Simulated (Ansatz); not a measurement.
# SrTiO3: straining the crystal, a shear that moves c along a

The task here is to estimate one member of a computed series from the others.

Method: DFT PBE+U, scalar-relativistic, plane waves, PAW, in Ansatz 0.2.0.

2 further runs of the same task are left out: 2 set aside as unsound or not needed.

**The starting structure**

The structure is cubic, space group Pm-3m (No. 221). Conventional cell: a = 3.947 Å, b = 3.947 Å, c = 3.947 Å, α = 90.00°, β = 90.00°, γ = 90.00°. Sr (site symmetry m-3m) has 12 O at 2.79 Å as nearest neighbours. Around Ti (site symmetry m-3m) lie 6 O at 1.97 Å. O (site symmetry 4/mmm) has 2 Ti at 1.97 Å and 4 Sr at 2.79 Å as nearest neighbours.

Structure file:

```
Sr Ti O
1.0
     3.94713    0.00000    0.00000
     0.00000    3.94713    0.00000
     0.00000    0.00000    3.94713
Sr Ti O
1 1 3
Direct
  0.00000 0.00000 0.00000
  0.50000 0.50000 0.50000
  0.50000 0.00000 0.50000
  0.50000 0.50000 0.00000
  0.00000 0.50000 0.50000
```

It goes back to an entry of the Materials Project.

It is the result of an earlier relaxation at this level (volume 12.30 Å³/atom; gap on the mesh: 2.30 eV).

The first run:

input.yaml

```yaml
crystal:
  lattice:
    - [3.9471298222, 0.0, 0.0]
    - [0.0, 3.9471298222, 0.0]
    - [0.0, 0.0, 3.9471298222]
  atoms:
    - { symbol: Sr, position: [0.0, 0.0, 0.0] }
    - { symbol: Ti, position: [0.5, 0.5, 0.5] }
    - { symbol: O, position: [0.5, 0.0, 0.5] }
    - { symbol: O, position: [0.5, 0.5, 0.0] }
    - { symbol: O, position: [0.0, 0.5, 0.5] }
basis:
  ecutwfc: 420
kpoints:
  mp_grid: { grid: [8, 8, 8] }
hamiltonian:
  xc: pbe
  hubbard: { sites: [{ species: Ti, l: d, u_eff: 4.0 }] }
scf:
  occupations: { method: gaussian, width: 0.02 }
output:
  forces: true
  stress: true
  eigenvalues: true
```

On the command line:

```bash
> ansatz run input.yaml --threads 1 --pin off --max-ram 2560MiB --backend cpu --events-out ev --progress --plain --runs-dir out
```

Among the steps run: Zero strain; Seeking the band edges; Strain +1.5 %; Seeking the band edges at +1.5 %; At +3.0 %; Seeking the band edges at +3.0 %; Strain +4.5 %; Band edges over the zone at +4.5 %; Strain +6.0 %; The gap over the whole zone at +6.0 %; At +9.0 %; Seeking the band edges at +9.0 %.

One of the session's tables, all rows but one given; the rest of the session is left out.

It belongs to the step «Energy, stress and gap against strain». Lengths are those of the vectors of the cell that was run; stresses in GPa:

| strain (%) | ΔE (meV/atom) | c (Å) |
| --- | --- | --- |
| +0.0 | 0.0 | 3.947 |
| +1.5 | 0.9 | 3.948 |
| +3.0 | 3.8 | 3.949 |
| +4.5 | 8.5 | 3.951 |
| +6.0 | ? | ? |
| +9.0 | 34.4 | 3.963 |

Estimate the missing values for strain (%) = +6.0.

Worked estimate for «ΔE (meV/atom)». A straight line through the neighbours (4.5, 8.5) and (9.0, 34.4) gives 8.5 + (34.4 − 8.5) × (6.0 − 4.5) / (9.0 − 4.5) = 17.1; a parabola fitted to 3 rows on both sides gives 15.2.

**Answer.** ΔE (meV/atom): 15.2; c (Å): 3.954. In «ΔE (meV/atom)» the line misses by +1.9 and the parabola by 0.0.

ΔE is over the unstrained cell. Stress in GPa, positive in compression, on the Cartesian axes of the input.
